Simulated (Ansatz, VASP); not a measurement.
## Two plane-wave programs on C

File POSCAR:

```
C
1.0
    0.0000000000      1.7801241425      1.7801241425
    1.7801241425      0.0000000000      1.7801241425
    1.7801241425      1.7801241425      0.0000000000
C
2
Direct
    0.0000000000      0.0000000000      0.0000000000
    0.2500000000      0.2500000000      0.2500000000
```

File INCAR.step1:

```
SYSTEM = C
  PREC = Accurate
  ENCUT = 520
  ISMEAR = 0
  SIGMA = 0.01
  LREAL = .FALSE.
  LASPH = .TRUE.
  NELM = 80
  NBANDS = 11
  GGA = PE
  ALGO = Normal
  EDIFF = 1E-4
  LWAVE = .TRUE.
  LCHARG = .FALSE.
```

The input INCAR.step2:

```
SYSTEM = C
  PREC = Accurate
  ENCUT = 520
  EDIFF = 1E-6
  ISMEAR = 0
  SIGMA = 0.01
  LREAL = .FALSE.
  LASPH = .TRUE.
  NELM = 80
  ALGO = Normal
  ISIF = 2
  LWAVE = .FALSE.
  LCHARG = .FALSE.
  METAGGA = R2SCAN
  LMIXTAU = .TRUE.
  NBANDS = 11
  ISTART = 1
```

KPOINTS

```
Automatic mesh
0
G
  12 12 12
  0 0 0
```

Input for Ansatz:

```yaml
crystal:
  lattice:
    - [0.0, 1.7801241425, 1.7801241425]
    - [1.7801241425, 0.0, 1.7801241425]
    - [1.7801241425, 1.7801241425, 0.0]
  atoms:
    - { symbol: C, position: [0.0, 0.0, 0.0] }
    - { symbol: C, position: [0.25, 0.25, 0.25] }
kpoints:
  mp_grid: { grid: [12, 12, 12] }
  band_path:
    path:
      - [0.0, 0.0, 0.0]
      - [0.5, 0.0, 0.5]
      - [0.625, 0.25, 0.625]
      - [0.375, 0.375, 0.75]
      - [0.5, 0.5, 0.5]
      - [0.5, 0.25, 0.75]
      - [0.0, 0.363281, 0.363281]
    npoints: 1
hamiltonian:
  xc: r2scan
scf:
  occupations: { method: fixed }
  n_extra_bands: 4
output:
  forces: true
  stress: true
  eigenvalues: true
```

The cell was built by a generator and needn't be a form met in nature.

Alike in both runs: task single point; functional r2SCAN; k mesh 12 × 12 × 12; no spin polarisation.

```csv
,VASP,Ansatz
version,VASP 6.6.1,Ansatz 0.2.0
potentials or method,"VASP PAW PBE potentials, release 64 (C)","plane waves, PAW"
plane-wave cutoff (eV),520,500
occupations,"gaussian, width 0.01 eV",fixed
valence electrons in the cell,8,8
```

|  | VASP | Ansatz | Ansatz less VASP |
| --- | --- | --- | --- |
| gap on the k mesh at the Fermi level (eV) | 4.36 | 4.39 | +0.030 |
| pressure (GPa) | 1.1 | 0.0 | -1.12 |

Caveats: the PAW data sets were made with another functional, which shifts forces and pressure a little (VASP).
